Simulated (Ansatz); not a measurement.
GaAs: relaxation of cell and atoms with PBE+D4

GaAs:

```
As Ga
1.0
     0.00000    2.82685    2.82685
     2.82685    0.00000    2.82685
     2.82685    2.82685    0.00000
As Ga
1 1
Direct
  0.75000 0.75000 0.75000
  0.00000 0.00000 0.00000
```

```
Program             : Ansatz 0.2.0
Task                : relaxation of cell and atoms
Functional          : PBE
Dispersion          : D4
Potentials or basis : Ansatz PAW
Cutoff              : 420 eV (not typed: the program's choice for these potentials)
k mesh              : 8 × 8 × 8
Occupations         : fermi-dirac, width 0.05 eV
Spin                : no spin polarisation
```

```
Relaxed volume                         : 22.66 Å³/atom
Relaxed cell                           : a = 4.002 Å, b = 4.002 Å, c = 4.002 Å, α = 60.00°, β = 60.00°, γ = 60.00°
Space group after relaxing (to 0.05 Å) : F-43m (No. 216)
Energy gained by relaxing              : 0.1 meV/atom
Ionic steps                            : 3
Pressure after relaxing                : 0.0 GPa
Band gap on the k mesh                 : 0.49 eV
```

Step by step:
```tsv
step	energy change (eV)	largest force (eV/Å)	volume (Å³)
1	0.0000	0.0000	45.18
2	-0.0001	0.0000	45.32
3	-0.0001	0.0000	45.32
```

Final structure:
```cif
data_structure
_symmetry_space_group_name_H-M 'P 1'
_symmetry_Int_Tables_number 1
_cell_length_a 4.0019
_cell_length_b 4.0019
_cell_length_c 4.0019
_cell_angle_alpha 60.000
_cell_angle_beta 60.000
_cell_angle_gamma 60.000
_cell_volume 45.32
loop_
_atom_site_label
_atom_site_type_symbol
_atom_site_fract_x
_atom_site_fract_y
_atom_site_fract_z
_atom_site_occupancy
As1 As 0.75000 0.75000 0.75000 1
Ga1 Ga 0.00000 0.00000 0.00000 1
```

Run time: 9.9 s on 2 threads of Intel(R) Xeon(R) Processor @ 2.50GHz (Skylake/Cascade Lake) (shared host), peak memory 0.37 GiB.

Caveat: the plane-wave basis is chosen anew once the cell has moved, so the energies of steps on either side of that aren't comparable. Zero-point motion and thermal expansion aren't in these numbers.
